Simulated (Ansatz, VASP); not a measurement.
**CoO in VASP and in Ansatz**

```
Co O
1.0
     1.50547    0.86918    2.43993
    -1.50547    0.86918    2.43993
     0.00000   -1.73837    2.43993
Co O
1 1
Direct
  0.00000 0.00000 0.00000
  0.50000 0.50000 0.50000
```

The cell is a database's computed one.

Alike in both runs: functional LDA; k mesh 11 × 11 × 11; occupations fermi-dirac, width 0.05 eV; collinear spin.

```csv
,VASP,Ansatz
version,VASP 6.6.1,Ansatz 0.2.0
potentials or method,"VASP PAW LDA potentials, release 64 (Co, O)",Ansatz PAW
plane-wave cutoff (eV),520,420
valence electrons in the cell,15,23
task,single point,band structure
```

Ansatz gave:

| Quantity | Value |
| --- | --- |
| gap on the k mesh at the Fermi level (eV) | none |
| pressure (GPa) | -17.8 |
| largest component of the traceless stress (GPa) | 0.14 |
| net moment per atom (μB) | 1.43 |
| size of the moment on the site where the two differ most (μB) | 0.33 |

Q: What did VASP give for the same quantities?

A: gap on the k mesh at the Fermi level (eV): none; pressure (GPa): -19.4; largest component of the traceless stress (GPa): 0.12; net moment per atom (μB): 1.35; size of the moment on the site where the two differ most (μB): 0.28.

Site moments also hang on the region over which each program counts them. A gap of «none» marks a metal or a gap that the smearing closes. The two sets of potentials don't hold the same shells in valence.

Caveats: a cell with one magnetic atom can't hold antiferromagnetic order, which such compounds often take; semilocal functionals often make such compounds metallic where correlation or magnetic order opens a gap, which also shifts bond lengths; so large a pressure means that the cell lies far from this level's equilibrium, or that cutoff or potentials fall short (VASP); the pressure holds a Pulay correction of +1.0 GPa for the finite cutoff (Ansatz); the PAW data sets come from PBE, with cores solved anew for the run's functional, which leaves a small shift of forces and pressure (Ansatz).
